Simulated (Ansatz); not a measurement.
Input and command of a calculation in Ansatz (plane waves; scalar-relativistic PAW potentials unless the input names others):

```yaml
crystal:
  lattice:
    - [2.4649796649, 0.0, 0.0]
    - [-1.2324898325, 2.1347350096, 0.0]
    - [0.0, 0.0, 25.7384327799]
  atoms:
    - { symbol: c, position: [0.0, 0.0, 0.3302454468] }
    - { symbol: C, position: [0.3333333333, 0.6666666667, 0.3302454377] }
    - { symbol: C, position: [0.0, 0.0, 0.4611476002] }
    - { symbol: C, position: [0.6666666667, 0.3333333333, 0.4611475909] }
    - { symbol: C, position: [0.0, 0.0, 0.5920497534] }
    - { symbol: C, position: [0.3333333333, 0.6666666667, 0.5920497443] }
    - { symbol: O, position: [0.0, 0.25, 0.6536836711] }
basis:
  ecutwfc: 420
kpoints:
  mp_grid: { grid: [12, 12, 1] }
hamiltonian:
  xc: pbe
  dispersion: d3bj
scf:
  occupations: { method: gaussian, width: 0.1 }
  max_iter: 80
output:
  forces: true
  eigenvalues: true
  stress: true
efield:
  axis: 3
  dipole_correction: true
  ramp_width: 0.04
```

```bash
ansatz run input.yaml --threads 1 --pin off --max-ram 2560MiB --backend cpu --events-out ev --progress --plain --runs-dir out
```

Task: Will this input run?

Result: The program refuses it, because of an unknown element (crystal.atoms[0].symbol: "C" → "c"). With the sound run's settings it is accepted.

Abridged log:
```
Error: YAML parse error: error: line 7 column 17: `c` is not an element symbol (H … Og, case-exact)
 --> <input>:7:17
  |
5 |     - [0.0, 0.0, 25.7384327799]
6 |   atoms:
7 |     - { symbol: c, position: [0.0, 0.0, 0.3302454468] }
  |                 ^ `c` is not an element symbol (H … Og, case-exact)
8 |     - { symbol: C, position: [0.3333333333, 0.6666666667, 0.3302454377] }
9 |     - { symbol: C, position: [0.0, 0.0, 0.4611476002] }
  |
```